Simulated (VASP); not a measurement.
Runs of VASP 6.6.1 on SiC. Symmetry: Imm2, No. 44, orthorhombic system. The conventional cell has a = 3.079 Å, b = 3.136 Å, c = 4.354 Å, α = 90.00°, β = 90.00°, γ = 90.00°. Around Si (site symmetry mm2) lie 4 C at 1.89 to 1.91 Å. C (site symmetry mm2) is surrounded by 4 Si at 1.89 to 1.91 Å. The cell was built by a generator and isn't the measured one.

```tsv
level	spin	k mesh	grid for exact exchange (PRECFOCK)	exchange at q = 0	screening parameter	gap on the mesh (eV)	pressure (GPa)	largest force (eV/Å)
PBE0	off	6 × 4 × 6	Fast	truncated	-	2.86	-5.3	0.13
PBE	off	8 × 6 × 8	-	-	-	(a)	-0.1	0.14
HSE06	off	7 × 5 × 7	Fast	-	0.2 1/A	(b)	-5.2	0.13
PBE	non-collinear, zero start, SOC	8 × 6 × 8	-	-	-	-	-0.1	0.14
```

Alike in all rows: task band structure; potentials or basis VASP PAW PBE potentials, release 64 (Si, C); cell as given; cutoff (eV) 520; smearing gaussian 0.02 eV.

Estimate the missing entries.

(a) 1.27; (b) 2.15.

Caveats: the PAW data sets were made with another functional, which shifts forces and pressure a little (some runs).

A k mesh can miss the band edges.

Not every run made on this cell is shown here.
